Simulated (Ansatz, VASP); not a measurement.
**One calculation of Al2O3 (Corundum), two programs**

The input INCAR:

```
SYSTEM = Al2O3
PREC     = Accurate       ! precision mode
ENCUT    = 520            ! plane-wave cutoff, eV
EDIFF    = 1E-8           ! SCF threshold, eV
ISMEAR   = 0              ! smearing method
SIGMA    = 0.01           ! smearing width, eV
LREAL    = .False.        ! projectors in reciprocal space
LASPH    = .True.         ! aspherical terms in the spheres
NELM     = 100            ! most SCF steps
ALGO     = Fast           ! electronic algorithm
ISIF     = 2              ! what is computed and relaxed
LWAVE    = .False.        ! write WAVECAR
LCHARG   = .False.        ! write CHGCAR
GGA      = PS             ! functional
LEFG     = .True.       
NBANDS   = 35             ! bands
```

KPOINTS

```
Automatic mesh
0
Gamma
  6 6 6
  0 0 0
```

The input POSCAR:

```
Al2O3
1.0
    2.3868967403      1.3780754755      4.3382033482
   -2.3868967403      1.3780754755      4.3382033482
    0.0000000000     -2.7561509511      4.3382033482
Al O
4 6
Direct
    0.3520791479      0.3520791479      0.3520791479
    0.1479208521      0.1479208521      0.1479208521
    0.6479208521      0.6479208521      0.6479208521
    0.8520791479      0.8520791479      0.8520791479
    0.5558606231      0.9441393769      0.2500000000
    0.2500000000      0.5558606231      0.9441393769
    0.9441393769      0.2500000000      0.5558606231
    0.4441393769      0.0558606231      0.7500000000
    0.7500000000      0.4441393769      0.0558606231
    0.0558606231      0.7500000000      0.4441393769
```

Input for Ansatz:

```yaml
crystal:
  lattice:
    - [2.3868967403, 1.3780754755, 4.3382033482]
    - [-2.3868967403, 1.3780754755, 4.3382033482]
    - [0.0, -2.7561509511, 4.3382033482]
  atoms:
    - { symbol: Al, position: [0.3520791479, 0.3520791479, 0.3520791479] }
    - { symbol: Al, position: [0.1479208521, 0.1479208521, 0.1479208521] }
    - { symbol: Al, position: [0.6479208521, 0.6479208521, 0.6479208521] }
    - { symbol: Al, position: [0.8520791479, 0.8520791479, 0.8520791479] }
    - { symbol: O, position: [0.5558606231, 0.9441393769, 0.25] }
    - { symbol: O, position: [0.25, 0.5558606231, 0.9441393769] }
    - { symbol: O, position: [0.9441393769, 0.25, 0.5558606231] }
    - { symbol: O, position: [0.4441393769, 0.0558606231, 0.75] }
    - { symbol: O, position: [0.75, 0.4441393769, 0.0558606231] }
    - { symbol: O, position: [0.0558606231, 0.75, 0.4441393769] }
basis:
  ecutwfc: 420
kpoints:
  mp_grid: { grid: [6, 6, 6] }
hamiltonian:
  xc: pbesol
scf:
  occupations: { method: fixed }
output:
  forces: true
  stress: true
  eigenvalues: true
  efg: {}
checkpoint:
  read: start.run
  write: ck
  compress: false
  write_wavefunctions: false
  write_every: 100000
```

Alike in both runs: task electric field gradients; functional PBEsol; k mesh 6 × 6 × 6; no spin polarisation.

|  | VASP | Ansatz |
| --- | --- | --- |
| version | VASP 6.6.1 | Ansatz 0.2.0 |
| potentials or method | VASP PAW PBE potentials, release 64 (Al, O) | scalar-relativistic, plane waves, PAW |
| plane-wave cutoff (eV) | 520 | 420 |
| occupations | gaussian, width 0.01 eV | fixed |
| valence electrons in the cell | 48 | 48 |

```tsv
	VASP	Ansatz	Ansatz less VASP
gap on the k mesh at the Fermi level (eV)	6.04	6.03	-0.009
least direct gap on the mesh (eV)	6.04	6.03	-0.009
pressure (GPa)	0.1	0.0	-0.07
largest component of the traceless stress (GPa)	0.06	0.00	-0.061
Vzz of the field gradient on the site that differs most (V/Å²)	-36.5	-37.7	-1.24
```

Caveats: the PAW data sets were made with another functional, which shifts forces and pressure a little (VASP). A k mesh can miss the band edges.
